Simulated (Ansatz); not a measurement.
# LiF: the change of phonon entropy and phonon heat capacity with temperature

Results calculated with Ansatz 0.2.0, not measured. Harmonic vibrational free energy, entropy and heat capacity at constant volume, per atom, from the force constants of a q mesh, imaginary modes left out; plane waves with PAW datasets, Gamma-centred k mesh.

Structure of every row (space group Fm-3m, No. 225):
```
LiF
1.0
      0.0000     2.0340     2.0340
      2.0340     0.0000     2.0340
      2.0340     2.0340     0.0000
Li F
1 1
Direct
  0.50000 0.50000 0.50000
  0.00000 0.00000 0.00000
```

Settings of every row: functional PBE; dispersion none; spin none; wave cutoff 420 eV; k mesh 12x12x12; occupations fixed; smearing width 0 eV; pressure 0 GPa; phonon method linear response; q mesh 4x4x4.

| row | temperature (K) | phonon entropy (kB/atom) | phonon heat capacity (kB/atom) | phonon free energy (meV/atom) |
| --- | --- | --- | --- | --- |
| 1 | 200 | 1.398 | 2.04 | 48.3 |
| 2 | 300 | 2.324 | 2.492 | 32.2 |
| 3 | 400 | 3.072 | 2.693 | 8.8 |
| 4 | 500 | 3.685 | 2.797 | -20.4 |
| 5 | 600 | 4.201 | 2.856 | -54.4 |
| 6 | 700 | 4.644 | 2.893 | -92.6 |
| 7 | 800 | 5.032 | 2.917 | -134.3 |
| 8 | 900 | ? | ? | ? |
| 9 | 1000 | 5.687 | 2.947 | -226.9 |

Question: what phonon entropy and phonon heat capacity should row 8 give?

Worked fit of phonon entropy. Entropy rises as the heat capacity times the change of ln T, so take t = ln(T / 300 K). The shown rows have t = -0.4055, 0, 0.2877, 0.5108, 0.6931, 0.8473, 0.9808, 1.204. Least squares give phonon entropy = 2.3474 + 2.4784 × t + 0.25674 × t² kB/atom; a straight line predicts inner rows, each left out in turn, worse (root mean square 0.057 against 0.018 kB/atom). The rows lie off it by 0.013, -0.023, -0.010, 0.005, 0.012, 0.012, 0.007, -0.017 (root mean square 0.013 kB/atom), a smooth pattern that one more power would take up: the form is only approximate. The slope at t = 0, 2.48 kB/atom, estimates the heat capacity at 300 K. The withheld row has t = 1.0986, so the fit gives 2.3474 + 2.4784 × (1.0986) + 0.25674 × (1.0986)² = 5.380 kB/atom.

The calculation gave 5.377 kB/atom. The fit lies 0.003 kB/atom (0.07 % of the column's range) above it; its largest miss of a shown row is 0.023 kB/atom.

Worked fit of phonon heat capacity. At high temperature a harmonic heat capacity falls short of its limit by a term in 1/T², so take t = (100 K / T)². The shown rows have t = 0.25, 0.11111, 0.0625, 0.04, 0.02778, 0.02041, 0.01562, 0.01. Least squares give phonon heat capacity = 2.9957 − 5.141 × t + 5.277 × t² kB/atom; a straight line predicts inner rows, each left out in turn, worse (root mean square 0.029 against 0.0031 kB/atom). The rows lie off it by 0.000, 0.002, -0.002, -0.002, -0.001, 0.000, 0.000, 0.002. The constant, 2.9957 kB/atom, is to be held against the harmonic limit of 3 k_B an atom. The withheld row has t = 0.01235, so the fit gives 2.9957 − 5.141 × (0.01235) + 5.277 × (0.01235)² = 2.933 kB/atom.

The calculation gave 2.934 kB/atom. The fit lies 0.001 kB/atom (0.11 % of the column's range) below it, one unit of the last digit.

The other values of row 8: phonon free energy -179.2 meV/atom.
